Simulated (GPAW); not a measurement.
The system is HfO2.

```
Hf O
1.0
     4.81353    0.00000    0.00000
     0.00000    4.81353    0.00000
     0.00000    0.00000    3.20542
Hf O
2 4
Direct
  0.50000 0.50000 0.50000
  0.00000 0.00000 0.00000
  0.80504 0.19496 0.50000
  0.69496 0.69496 0.00000
  0.30504 0.30504 0.00000
  0.19496 0.80504 0.50000
```

Measurements of this composition are mostly on another form, of space group No. 14.

Base run:

| Property | Result |
| --- | --- |
| Program | GPAW 26.7.0 |
| Functional | PBE |
| Potentials or basis | GPAW PAW data sets (gpaw-data 1.2.1) |
| Cutoff | 800 eV |
| Basis | pw |
| k mesh | 4 × 4 × 6 |
| Occupations | fermi-dirac, width 0.05 eV |
| Spin | no spin polarisation |

Its results: band gap on the k mesh 4.00 eV, direct; pressure 9.5 GPa; largest force 0.088 eV/Å.

Task: The run is repeated on the same cell with these changes: functional from PBE to r2SCAN. What comes out?

Result: Band gap on the k mesh 4.54 eV, direct; pressure 4.1 GPa; largest force 0.050 eV/Å.

r2SCAN gives the wider gap, since meta-GGAs in the generalised Kohn-Sham scheme recover part of the derivative discontinuity.

Caveats: spin-orbit coupling is left out, which moves the levels of the heavy elements; the PAW data sets were made with another functional, which shifts forces and pressure a little (some runs).
